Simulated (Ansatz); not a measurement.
# Li: do energies and stresses tell the same story?

Computed with Ansatz 0.2.0, DFT r2SCAN, scalar-relativistic, plane waves, PAW.

Settings: cutoff 500 eV, Γ-centred mesh 16×16×16 on the computed 1-atom cell, Gaussian smearing of 0.10 eV; no spin polarisation.

Relaxed cell: Im-3m, a = 3.477 Å, b = 3.477 Å, c = 3.477 Å, α = 90.00°, β = 90.00°, γ = 90.00°, 1 atom in the primitive cell.

Energies at zero smearing and pressures from the stress tensor, at volumes with shape and atoms relaxed:
```
V (Å³/atom) E − E(first) (meV/atom) P (GPa)
     19.749                     0.00    0.906
     20.379                    -2.60    0.427
     21.009                    -3.44    0.008
     21.640                    -2.73   -0.361
     22.270                    -0.66   -0.685
```

Check P = −dE/dV between neighbouring volumes, and get the bulk modulus from the pressures alone.

With 1 eV/Å³ = 160.2 GPa:
| middle V (Å³/atom) | −ΔE/ΔV (GPa) | mean P (GPa) |
| --- | --- | --- |
| 20.064 | 0.661 | 0.666 |
| 20.694 | 0.213 | 0.217 |
| 21.325 | -0.181 | -0.177 |
| 21.955 | -0.526 | -0.523 |

The two differ by 0.005 GPa at most. The mean of two end pressures misses the average over a step by about ΔV² P″/12, up to 0.005 GPa here; with that taken off 0.000 GPa remains. Around V = 21.009 Å³/atom, the two neighbours give B = −V ΔP/ΔV = 21.009 × 0.788 / 1.261 = 13.1 GPa, against B0 = 13.1 GPa from the Birch–Murnaghan fit of the energies.

Cost: 6 runs of about 1.6 core-minutes in all, on Arm Neoverse V2 (shared hosts).